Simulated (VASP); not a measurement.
# ZnS (F-43m) in VASP: a series of runs

The runs below take ZnS through band structure, Born charges and dielectric tensor, with PBE.

All numbers are computed with VASP 6.6.1; they aren't measurements. Logs are shortened: lines on timing, memory, paths and dates and some standing lists are left out, and cuts for length are marked.

**The experiment to reproduce.**

“Electronic, vibrational, and thermodynamic properties of ZnS (zincblende and rocksalt structure)”, 2009, arxiv:0911.5022 quotes, for a bulk crystal of ZnS at 19 K: band gap 3.85 eV (direct).

A printed reference work, monograph reports, for a bulk crystal of ZnS: high-frequency dielectric constant 5.14.

How close the calculation comes is told below.

## Step 1: The crystal as given

It takes space group F-43m (No. 216, cubic). The conventional cell has a = 5.404 Å, b = 5.404 Å, c = 5.404 Å, α = 90.00°, β = 90.00°, γ = 90.00°. Zn (site symmetry -43m) has 4 S at 2.34 Å as nearest neighbours. S (site symmetry -43m) has 4 Zn at 2.34 Å as nearest neighbours.

## Step 2: Band structure, PBE

Contents of POSCAR:

```
ZnS
1.0
    0.0000000000      2.7020000000      2.7020000000
    2.7020000000      0.0000000000      2.7020000000
    2.7020000000      2.7020000000      0.0000000000
Zn S
1 1
Direct
    0.2500000000      0.2500000000      0.2500000000
    0.0000000000      0.0000000000      0.0000000000
```

Contents of INCAR.step1:

```
ALGO = Normal ; EDIFF = 1E-7
ENCUT = 520 ; GGA = PE
ISIF = 2 ; ISMEAR = 0
LASPH = T ; LCHARG = T
LREAL = F ; LWAVE = F
NBANDS = 16 ; NELM = 80
PREC = Accurate ; SIGMA = 0.02
```

Contents of KPOINTS.step1:

```
k-points
0
Gamma
  10 10 10
```

Contents of INCAR.step2:

```
ALGO = Normal ; EDIFF = 1E-7
ENCUT = 520 ; GGA = PE
ICHARG = 11 ; ISIF = 2
ISMEAR = 0 ; LASPH = T
LCHARG = F ; LREAL = F
LWAVE = F ; NBANDS = 16
NELM = 80 ; PREC = Accurate
SIGMA = 0.05
```

Contents of KPOINTS.step2:

```
path GXWKGLUWLK,UX
15
line-mode
reciprocal
 0.0000000000  0.0000000000  0.0000000000  G
 0.5000000000  0.0000000000  0.5000000000  X

 0.5000000000  0.0000000000  0.5000000000  X
 0.5000000000  0.2500000000  0.7500000000  W

 0.5000000000  0.2500000000  0.7500000000  W
 0.3750000000  0.3750000000  0.7500000000  K

 0.3750000000  0.3750000000  0.7500000000  K
 0.0000000000  0.0000000000  0.0000000000  G

 0.0000000000  0.0000000000  0.0000000000  G
 0.5000000000  0.5000000000  0.5000000000  L

 0.5000000000  0.5000000000  0.5000000000  L
 0.6250000000  0.2500000000  0.6250000000  U

 0.6250000000  0.2500000000  0.6250000000  U
 0.5000000000  0.2500000000  0.7500000000  W

 0.5000000000  0.2500000000  0.7500000000  W
 0.5000000000  0.5000000000  0.5000000000  L

 0.5000000000  0.5000000000  0.5000000000  L
 0.3750000000  0.3750000000  0.7500000000  K

 0.6250000000  0.2500000000  0.6250000000  U
 0.5000000000  0.0000000000  0.5000000000  X
```

Potentials or basis: VASP PAW PBE potentials, release 64 (Zn, S).

The run is started by

```sh
> cat potpaw_PBE.64/Zn/POTCAR potpaw_PBE.64/S/POTCAR > POTCAR
> cp INCAR.step1 INCAR
> cp KPOINTS.step1 KPOINTS
> mpirun -np 1 vasp_std > vasp.out
> cp INCAR.step2 INCAR
> cp KPOINTS.step2 KPOINTS
> mpirun -np 1 vasp_std > vasp.out
```

OUTCAR:

```text
EDIFF = 1E-7
   ENCUT = 520
   GGA = PE
   ICHARG = 11
   ISIF = 2
   ISMEAR = 0
   LASPH = T
   LREAL = F
   NELM = 80
   PREC = Accurate

 ion  position               nearest neighbor table
   1  0.250  0.250  0.250-   2 2.34   2 2.34   2 2.34   2 2.34
   2  0.000  0.000  0.000-   1 2.34   1 2.34   1 2.34   1 2.34

  LATTYP: Found a face centered cubic cell.
 ALAT       =     5.4040000000

  Lattice vectors:

 A1 = (   0.0000000000,   2.7020000000,   2.7020000000)
 A2 = (   2.7020000000,   0.0000000000,   2.7020000000)
 A3 = (   2.7020000000,   2.7020000000,   0.0000000000)

Analysis of symmetry for initial positions (statically):
=====================================================================
 Subroutine PRICEL returns:
 Original cell was already a primitive cell.

 Routine SETGRP: Setting up the symmetry group for a
 face centered cubic supercell.

 Subroutine GETGRP returns: Found 24 space group operations
 (whereof 24 operations were pure point group operations)
 out of a pool of 48 trial point group operations.

The static configuration has the point symmetry T_d .

Analysis of symmetry for dynamics (positions and initial velocities):
=====================================================================
 Subroutine PRICEL returns:
 Original cell was already a primitive cell.

 Routine SETGRP: Setting up the symmetry group for a
 face centered cubic supercell.

 Subroutine GETGRP returns: Found 24 space group operations
 (whereof 24 operations were pure point group operations)
 out of a pool of 48 trial point group operations.

The dynamic configuration has the point symmetry T_d .

 Subroutine INISYM returns: Found 24 space group operations
 (whereof 24 operations are pure point group operations),
 and found     1 'primitive' translations

----------------------------------------------------------------------------------------

                                     Primitive cell

  volume of cell :      39.4535

  direct lattice vectors                    reciprocal lattice vectors
     0.000000000  2.702000000  2.702000000    -0.185048113  0.185048113  0.185048113
     2.702000000  0.000000000  2.702000000     0.185048113 -0.185048113  0.185048113
     2.702000000  2.702000000  0.000000000     0.185048113  0.185048113 -0.185048113

  length of vectors
     3.821205046  3.821205046  3.821205046     0.320512733  0.320512733  0.320512733

  position of ions in fractional coordinates (direct lattice)
     0.250000000  0.250000000  0.250000000
     0.000000000  0.000000000  0.000000000

  ion indices of the primitive-cell ions
   primitive index   ion index
                 1           1
                 2           2

----------------------------------------------------------------------------------------

 KPOINTS: path GXWKGLUWLK,UX

Interpolating k-points between supplied coordinates.

 Line segments in fractional coordinates (reciprocal lattice):
    0.000000  0.000000  0.000000  ...  0.500000  0.000000  0.500000
    0.500000  0.000000  0.500000  ...  0.500000  0.250000  0.750000
    0.500000  0.250000  0.750000  ...  0.375000  0.375000  0.750000
    0.375000  0.375000  0.750000  ...  0.000000  0.000000  0.000000
    0.000000  0.000000  0.000000  ...  0.500000  0.500000  0.500000
    0.500000  0.500000  0.500000  ...  0.625000  0.250000  0.625000
    0.625000  0.250000  0.625000  ...  0.500000  0.250000  0.750000
    0.500000  0.250000  0.750000  ...  0.500000  0.500000  0.500000
    0.500000  0.500000  0.500000  ...  0.375000  0.375000  0.750000
    0.625000  0.250000  0.625000  ...  0.500000  0.000000  0.500000

 Generated    15 points on each line segment, for a total of    150 k-points:

 Following reciprocal coordinates:
            Coordinates               Weight
  0.000000  0.000000  0.000000      0.006667
  0.035714  0.000000  0.035714      0.006667
  0.071429  0.000000  0.071429      0.006667
  0.107143  0.000000  0.107143      0.006667
  0.142857  0.000000  0.142857      0.006667
  0.178571  0.000000  0.178571      0.006667
[... 16 lines left out ...]
  0.500000  0.125000  0.625000      0.006667
  0.500000  0.142857  0.642857      0.006667
 [... further k-points ...]
   k-points           NKPTS =    150   k-points in BZ     NKDIM =    150   number of bands    NBANDS=     16
   number of dos      NEDOS =    301   number of ions     NIONS =      2
   total plane-waves  NPLWV =  21952
   dimension x,y,z NGX =    28 NGY =   28 NGZ =   28
   dimension x,y,z NGXF=    56 NGYF=   56 NGZF=   56
   ions per type =               1   1
   NGX,Y,Z   is equivalent  to a cutoff of  12.18, 12.18, 12.18 a.u.
   NGXF,Y,Z  is equivalent  to a cutoff of  24.36, 24.36, 24.36 a.u.
 SYSTEM =  unknown system
   PREC   = accura    normal or accurate (medium, high low for compatibility)
   ISTART =      0    job   : 0-new  1-cont  2-samecut
   ICHARG =     11    charge: 1-file 2-atom 10-const
   ISPIN  =      1    spin polarized calculation?
   LNONCOLLINEAR =      F non collinear calculations
   LSORBIT =      F    spin-orbit coupling
   LASPH  =      T    aspherical Exc in radial PAW
   ENCUT  =  520.0 eV  38.22 Ry    6.18 a.u.   7.10  7.10  7.10*2*pi/ulx,y,z
   NELM   =     80;   NELMIN=  2; NELMDL=  0     # of ELM steps
   EDIFF  = 0.1E-06   stopping-criterion for ELM
   LREAL  =      F    real-space projection
   EDIFFG = 0.1E-05   stopping-criterion for IOM
   NSW    =      0    number of steps for IOM
   IBRION =     -1    ionic relax: 0-MD 1-quasi-New 2-CG
   NFREE  =      0    steps in history (QN), initial steepest desc. (CG)
   ISIF   =      2    stress and relaxation
   ISYM   =      2    0-nonsym 1-usesym 2-fastsym
   POTIM  = 0.5000    time-step for ionic-motion
   TEBEG  =    0.0;   TEEND  =   0.0 temperature during run
   PSTRESS=    0.0 pullay stress
   NELECT =      18.0000    total number of electrons
   NUPDOWN=      -1.0000    fix difference up-down
   EMIN   =  10.00;   EMAX   =-10.00  energy-range for DOS
   EFERMI =   0.00;   METHOD = LEGACY
   ISMEAR =     0;   SIGMA  =   0.05  broadening in eV -4-tet -1-fermi 0-gaus
   EFERMI_NEDOS =   21; number of points for ismear=-14 and -15
   IALGO  =     38    algorithm
   IMIX   =      4    mixing-type and parameters
     AMIX     =   0.40;   BMIX     =  1.00
     AMIX_MAG =   1.60;   BMIX_MAG =  1.00
  volume/ion in A,a.u.               =      19.73       133.12
  Fermi-wavevector in a.u.,A,eV,Ry     =   1.260290  2.381602 21.610537  1.588330
  Thomas-Fermi vector in A             =   2.393807
   LORBIT       =      0    0 simple, 1 ext, 2 COOP (PROOUT), +10 PAW based schemes
   GGA     = PE    functional components
   LHFCALC =     F    Hartree Fock is set to
   AEXX    =    0.0000 exact exchange contribution
   IVDW    =     0    specifies the selected vdW correction
   LEPSILON=     F    determine dielectric tensor
   LRPA    =     F    only Hartree local field effects (RPA)
 non-spin polarized calculation
 Gauss-broadening in eV      SIGMA  =   0.05
  energy-cutoff  :      520.00
  volume of cell :       39.45
 maximum number of plane-waves:      1075

 number of electron      18.0000000 magnetization

 Free energy of the ion-electron system (eV)
  ---------------------------------------------------
  ext. energy  EPLUGINS =         0.00000000
  ---------------------------------------------------
  free energy    TOTEN  =        -7.13129202 eV

  energy without entropy =       -7.13129202  energy(sigma->0) =       -7.13129202

 E-fermi :   2.3805     XC(G=0):  -9.6300

 val. band max:        2.1062179377   @ k =   0.0000   0.0000   0.0000
 cond. band min:       4.2211248713   @ k =   0.0000   0.0000   0.0000
 fundamental gap:      2.1149069336
 Fermi energy:         2.3805419826

 k-point     1 :       0.0000    0.0000    0.0000
  band No.  band energies     occupation
      1     -11.0338      2.00000
      2      -4.2324      2.00000
      3      -4.2324      2.00000
      4      -4.2324      2.00000
      5      -3.7327      2.00000
      6      -3.7327      2.00000
[... 8 lines left out ...]
     15      13.8696      0.00000
     16      13.9779      0.00000

 k-point     2 :       0.0357    0.0000    0.0357
  band No.  band energies     occupation
      1     -11.0207      2.00000
      2      -4.2342      2.00000
      3      -4.2291      2.00000
      4      -4.2291      2.00000
      5      -3.7342      2.00000
      6      -3.7317      2.00000
[... 8 lines left out ...]
     15      13.8862      0.00000
     16      14.0977      0.00000

 k-point     3 :       0.0714    0.0000    0.0714
  band No.  band energies     occupation
      1     -10.9819      2.00000
      2      -4.2394      2.00000
      3      -4.2195      2.00000
      4      -4.2195      2.00000
      5      -3.7385      2.00000
      6      -3.7290      2.00000
[... 8 lines left out ...]
     15      13.9358      0.00000
     16      14.4406      0.00000

 k-point     4 :       0.1071    0.0000    0.1071
  band No.  band energies     occupation
      1     -10.9184      2.00000
      2      -4.2473      2.00000
      3      -4.2035      2.00000
      4      -4.2035      2.00000
      5      -3.7452      2.00000
      6      -3.7245      2.00000
[... 8 lines left out ...]
     15      14.0179      0.00000
     16      14.9624      0.00000
[... 324 lines left out ...]
 k-point    22 :       0.5000    0.1071    0.6071
  band No.  band energies     occupation
      1      -9.7923      2.00000
      2      -4.1981      2.00000
      3      -3.9176      2.00000
      4      -3.8760      2.00000
      5      -3.6777      2.00000
      6      -3.4459      2.00000
[... 8 lines left out ...]
     15      15.9786      0.00000
     16      16.8670      0.00000

 k-point    23 :       0.5000    0.1250    0.6250
  band No.  band energies     occupation
      1      -9.7916      2.00000
      2      -4.1803      2.00000
      3      -3.9244      2.00000
      4      -3.8701      2.00000
      5      -3.6856      2.00000
      6      -3.4257      2.00000
[... 8 lines left out ...]
     15      15.9929      0.00000
     16      16.9060      0.00000

 k-point    24 :       0.5000    0.1429    0.6429
  band No.  band energies     occupation
      1      -9.7910      2.00000
      2      -4.1622      2.00000
      3      -3.9308      2.00000
      4      -3.8627      2.00000
      5      -3.6950      2.00000
      6      -3.4056      2.00000
[... 8 lines left out ...]
     15      16.0042      0.00000
     16      16.9343      0.00000

 [... further k-points ...]

------------------------ aborting loop because EDIFF is reached ----------------------------------------

  FORCE on cell =-STRESS in cart. coord.  units (eV):
  Direction    XX          YY          ZZ          XY          YZ          ZX
  --------------------------------------------------------------------------------------
  -------------------------------------------------------------------------------------
  Total       -0.6629306     -0.6629306     -0.6629306      0.0000000     -0.0000000      0.0000000
  in kB      -26.9210882    -26.9210882    -26.9210882      0.0000000     -0.0000000      0.0000000
  external PRESSURE =     -26.9210882 kB  Pullay stress =       0.0000000 kB

 VOLUME and BASIS-vectors are now :
 -----------------------------------------------------------------------------
  energy-cutoff  :      520.00
  volume of cell :       39.45
      direct lattice vectors                 reciprocal lattice vectors
     0.000000000  2.702000000  2.702000000    -0.185048113  0.185048113  0.185048113
     2.702000000  0.000000000  2.702000000     0.185048113 -0.185048113  0.185048113
     2.702000000  2.702000000  0.000000000     0.185048113  0.185048113 -0.185048113

 POSITION                                       TOTAL-FORCE (eV/Angst)
 -----------------------------------------------------------------------------------
      1.35100      1.35100      1.35100         0.000000     -0.000000     -0.000000
      0.00000      0.00000      0.00000        -0.000000      0.000000      0.000000
 -----------------------------------------------------------------------------------
    total drift:                               -0.000001     -0.000001     -0.000001

  FREE ENERGIE OF THE ION-ELECTRON SYSTEM (eV)
  ---------------------------------------------------
  free  energy   TOTEN  =        -7.1312920247 eV

  energy  without entropy=       -7.1312920247  energy(sigma->0) =       -7.13129202
```

It took 60 s on 1 thread of Intel Xeon Platinum 8488C (Sapphire Rapids), shared host; peak memory 0.21 GiB.

Results:

```yaml
Band_gap_on_the_k_mesh: 2.11 eV, direct
Band_gap_along_the_path: 2.11 eV, direct
```

Levels at the corners of the path, in eV from the valence-band top:
```csv
point,band 6,band 7,band 8,band 9,band 10,band 11,band 12,band 13
Γ,-5.84,0.00,0.00,0.00,2.11,6.40,6.40,6.40
X,-5.62,-4.56,-2.22,-2.22,3.41,4.08,10.98,11.97
X,-5.62,-4.56,-2.22,-2.22,3.41,4.08,10.98,11.97
W,-5.44,-4.59,-2.75,-2.71,5.71,6.04,7.88,8.24
W,-5.44,-4.59,-2.75,-2.71,5.71,6.04,7.88,8.24
K,-5.49,-4.62,-3.11,-1.80,4.13,5.97,9.40,9.79
K,-5.49,-4.62,-3.11,-1.80,4.13,5.97,9.40,9.79
Γ,-5.84,0.00,0.00,0.00,2.11,6.40,6.40,6.40
Γ,-5.84,0.00,0.00,0.00,2.11,6.40,6.40,6.40
L,-5.64,-5.29,-0.87,-0.87,3.31,6.93,6.93,8.88
L,-5.64,-5.29,-0.87,-0.87,3.31,6.93,6.93,8.88
U,-5.49,-4.62,-3.11,-1.80,4.13,5.97,9.40,9.79
U,-5.49,-4.62,-3.11,-1.80,4.13,5.97,9.40,9.79
W,-5.44,-4.59,-2.75,-2.71,5.71,6.04,7.88,8.24
W,-5.44,-4.59,-2.75,-2.71,5.71,6.04,7.88,8.24
L,-5.64,-5.29,-0.87,-0.87,3.31,6.93,6.93,8.88
L,-5.64,-5.29,-0.87,-0.87,3.31,6.93,6.93,8.88
K,-5.49,-4.62,-3.11,-1.80,4.13,5.97,9.40,9.79
U,-5.49,-4.62,-3.11,-1.80,4.13,5.97,9.40,9.79
X,-5.62,-4.56,-2.22,-2.22,3.41,4.08,10.98,11.97
```

Caveat: the log is that of the step along the path at fixed density, whose energy, stress, charges and moments have no meaning.

(Part 1 of 2 ends here.)
